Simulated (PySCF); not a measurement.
**maleic anhydride: 4 charge schemes on one density**

Maleic anhydride, C₄H₂O₃.
SMILES with atom numbers: `[O:1]=[C:2]1[CH:3]=[CH:4][C:5](=[O:6])[O:7]1` (hydrogens: H8 on C3; H9 on C4)

Cartesian coordinates in Å at the PBE0-D3(BJ)/def2-TZVP level; atoms count from 1:
```
atom  x, y, z in Å
O1    -2.0964   -1.0276    0.3966
C2    -1.0508   -0.6062    0.0264
C3    -0.6603    0.7803   -0.3281
C4     0.6173    0.7668   -0.6863
C5     1.1076   -0.6292   -0.5788
O6     2.1848   -1.0732   -0.8032
O7     0.0564   -1.4097   -0.1458
H8    -1.3567    1.6039   -0.2762
H9     1.2550    1.5762   -1.0087
```

Density: PBE0/pcSseg-2 (PySCF); schemes: Mulliken, IAO, Hirshfeld and ESP-fitted. Geometry: PBE0-D3(BJ)/def2-TZVP; no solvent, vibrations or thermal averaging.

Which atoms carry the lowest charge in the Mulliken, IAO, Hirshfeld and ESP-fitted schemes?

All schemes pick atoms of one kind: Mulliken O1 (-0.328); IAO O1 and O6 (-0.382); Hirshfeld O1 and O6 (-0.221); ESP-fitted O1 (-0.461).

At which atom do the 4 schemes differ most?

At C2: from +0.208 (Hirshfeld) to +0.709 e (ESP-fitted), 0.501 e apart.

Which atoms carry the highest charge in the Mulliken, IAO, Hirshfeld and ESP-fitted schemes?

All schemes pick atoms of one kind: Mulliken C2 and C5 (+0.451); IAO C2 and C5 (+0.534); Hirshfeld C2 and C5 (+0.208); ESP-fitted C2 (+0.709).

Give the atomic charges in each scheme.

In e:

```json
{"atom": "O1", "environment": "anhydride carbonyl oxygen", "Mulliken": "-0.328", "IAO": "-0.382", "Hirshfeld": "-0.221", "ESP-fitted": "-0.461"}
{"atom": "C2", "environment": "anhydride carbonyl carbon", "Mulliken": "+0.451", "IAO": "+0.534", "Hirshfeld": "+0.208", "ESP-fitted": "+0.709"}
{"atom": "C3", "environment": "alkene CH carbon", "Mulliken": "-0.051", "IAO": "-0.178", "Hirshfeld": "-0.024", "ESP-fitted": "-0.262"}
{"atom": "C4", "environment": "alkene CH carbon", "Mulliken": "-0.051", "IAO": "-0.178", "Hirshfeld": "-0.024", "ESP-fitted": "-0.239"}
{"atom": "C5", "environment": "anhydride carbonyl carbon", "Mulliken": "+0.451", "IAO": "+0.534", "Hirshfeld": "+0.208", "ESP-fitted": "+0.692"}
{"atom": "O6", "environment": "anhydride carbonyl oxygen", "Mulliken": "-0.327", "IAO": "-0.382", "Hirshfeld": "-0.221", "ESP-fitted": "-0.456"}
{"atom": "O7", "environment": "anhydride bridging oxygen", "Mulliken": "-0.290", "IAO": "-0.335", "Hirshfeld": "-0.101", "ESP-fitted": "-0.376"}
{"atom": "H8", "environment": "vinylic hydrogen", "Mulliken": "+0.073", "IAO": "+0.195", "Hirshfeld": "+0.087", "ESP-fitted": "+0.199"}
{"atom": "H9", "environment": "vinylic hydrogen", "Mulliken": "+0.073", "IAO": "+0.195", "Hirshfeld": "+0.087", "ESP-fitted": "+0.193"}
```

Mean size of the charges over all atoms: ESP-fitted 0.398 e, IAO 0.324 e, Mulliken 0.233 e, Hirshfeld 0.131 e. Each set sums to the total charge, 0, to within 0.001 e. The IAO scheme counts the electrons in orthogonalised intrinsic atomic orbitals, a minimal basis polarised so that it spans the occupied orbitals exactly.

How closely do the schemes follow one another over all atoms?

Correlation coefficient and root-mean-square difference: IAO with ESP-fitted 1.00, 0.094 e; Mulliken with IAO 0.98, 0.096 e; Mulliken with ESP-fitted 0.98, 0.175 e; Mulliken with Hirshfeld 0.97, 0.141 e; IAO with Hirshfeld 0.96, 0.208 e; Hirshfeld with ESP-fitted 0.95, 0.298 e.

Sum the charges by element.

```csv
element,atoms,Mulliken,IAO,Hirshfeld,ESP-fitted
O,3,-0.945,-1.100,-0.543,-1.292
C,4,+0.799,+0.710,+0.368,+0.901
H,2,+0.146,+0.389,+0.175,+0.392
```

How many electrons does the Hirshfeld scheme count on O6?

Z − q = 8 − (-0.221) = 8.221.
